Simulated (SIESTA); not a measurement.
Runs of SIESTA 5.4.2 on Si2Mo. The structure is tetragonal, space group I4/mmm (No. 139). Conventional cell: a = 3.200 Å, b = 3.200 Å, c = 7.861 Å, α = 90.00°, β = 90.00°, γ = 90.00°. Mo (site symmetry 4/mmm) has 10 Si at 2.62 Å as nearest neighbours. Around Si (site symmetry 4mm) lie 5 Si at 2.61 to 2.63 Å and 5 Mo at 2.62 Å. 

| task | level | potentials or basis | k mesh | broadening (eV) | window from (eV) | window to (eV) | energy points | k mesh for the DOS | gap on the mesh (eV) | pressure (GPa) | largest force (eV/Å) |
| --- | --- | --- | --- | --- | --- | --- | --- | --- | --- | --- | --- |
| band structure | PBE | PseudoDojo 0.4 standard (PBE files), TZP (energy shift 0.003 Ry; two zetas on semicore shells) | 12 × 12 × 12 | - | - | - | - | - | none | (b) | 0.28 |
| density of states | PBE | PseudoDojo 0.4 standard (PBE files), DZP (energy shift 0.003 Ry; two zetas on semicore shells) | 9 × 9 × 9 | 0.1 eV | -25 eV | 15 eV | 301 | 14 × 14 × 14 | none | 3.7 | 0.27 |
| band structure | RPBE | PseudoDojo 0.4 standard (PBE files), DZP (energy shift 0.003 Ry; two zetas on semicore shells) | 12 × 12 × 12 | - | - | - | - | - | none | 5.1 | 0.21 |
| density of states | PBEsol | PseudoDojo 0.4 standard (PBEsol files), DZP (energy shift 0.003 Ry; two zetas on semicore shells) | 9 × 9 × 9 | 0.05 eV | -10 eV | 10 eV | 201 | 14 × 14 × 14 | none | -1.3 | (a) |

Alike in all rows: no spin polarisation; cell as given; smearing fermi-dirac 0.05 eV; grid cutoff 800 Ry; energy shift 0.003 Ry.

Fill in the values left out.

(a) 0.32; (b) 2.5.

Caveats: the basis of atomic orbitals isn't converged, which shifts pressures, moduli and gaps; the potentials were made for another functional, which shifts forces and pressure (some runs).

A k mesh can miss the band edges, and the runs leave out spin-orbit coupling on Mo.

A gap of «none» marks a metal or a gap under the smearing width.
